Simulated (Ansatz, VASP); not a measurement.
**One calculation of AlGaN2, two programs**

File INCAR:

```
ALGO = Normal
EDIFF = 1E-6
ENCUT = 520
GGA = CA
ISIF = 2
ISMEAR = 0
LASPH = True
LCHARG = False
LREAL = False
LWAVE = False
NBANDS = 21
NELM = 60
PREC = Accurate
SIGMA = 0.05
```

Contents of KPOINTS:

```
k-points
0
Gamma
  8 8 6
```

POSCAR

```
AlGaN2
1.0
    2.8816399819      0.0000000000      0.0000000000
    0.0000000000      2.8816399819      0.0000000000
    0.0000000000      0.0000000000      4.3843302008
Al Ga N
1 1 2
Direct
    0.5000000000      0.5000000000      0.5000000000
    0.0000000000      0.0000000000      0.0000000000
    0.5000000000      0.0000000000      0.7400513254
    0.0000000000      0.5000000000      0.2599486746
```

Input for Ansatz:

```yaml
crystal:
  lattice:
    - [2.8816399819, 0.0, 0.0]
    - [0.0, 2.8816399819, 0.0]
    - [0.0, 0.0, 4.3843302008]
  atoms:
    - { symbol: Al, position: [0.5, 0.5, 0.5] }
    - { symbol: Ga, position: [0.0, 0.0, 0.0] }
    - { symbol: "N", position: [0.5, 0.0, 0.7400513254] }
    - { symbol: "N", position: [0.0, 0.5, 0.2599486746] }
basis:
  ecutwfc: 420
kpoints:
  mp_grid: { grid: [8, 8, 6] }
hamiltonian:
  xc: lda
scf:
  occupations: { method: gaussian, width: 0.05 }
output:
  forces: true
  stress: true
  eigenvalues: true
```

Change from the starting cell: strain -0.0750 x Voigt [1, 1, 0, 0, 0, 0], atoms carried along.

Alike in both runs: task single point; functional LDA; k mesh 8 × 8 × 6; occupations gaussian, width 0.05 eV; no spin polarisation.

|  | VASP | Ansatz |
| --- | --- | --- |
| version | VASP 6.6.1 | Ansatz 0.2.0 |
| potentials or method | VASP PAW LDA potentials, release 64 (Al, Ga_d, N) | scalar-relativistic, plane waves, PAW |
| plane-wave cutoff (eV) | 520 | 420 |
| valence electrons in the cell | 26 | 26 |

Ansatz gave:

| Quantity | Value |
| --- | --- |
| gap on the k mesh at the Fermi level (eV) | 3.01 |
| least direct gap on the mesh (eV) | 3.91 |
| pressure (GPa) | 43.6 |
| largest component of the traceless stress (GPa) | 7.62 |
| rms of the force components (eV/Å) | 0.025 |

**Question.** Which values does VASP return?

**Answer.** gap on the k mesh at the Fermi level (eV): 2.98; least direct gap on the mesh (eV): 3.89; pressure (GPa): 45.4; largest component of the traceless stress (GPa): 7.49; rms of the force components (eV/Å): 0.014.

Atom by atom the forces differ by 0.010 eV/Å (rms over components).

Caveats: so large a pressure means that the cell lies far from this level's equilibrium, or that cutoff or potentials fall short (VASP). A k mesh can miss the band edges.
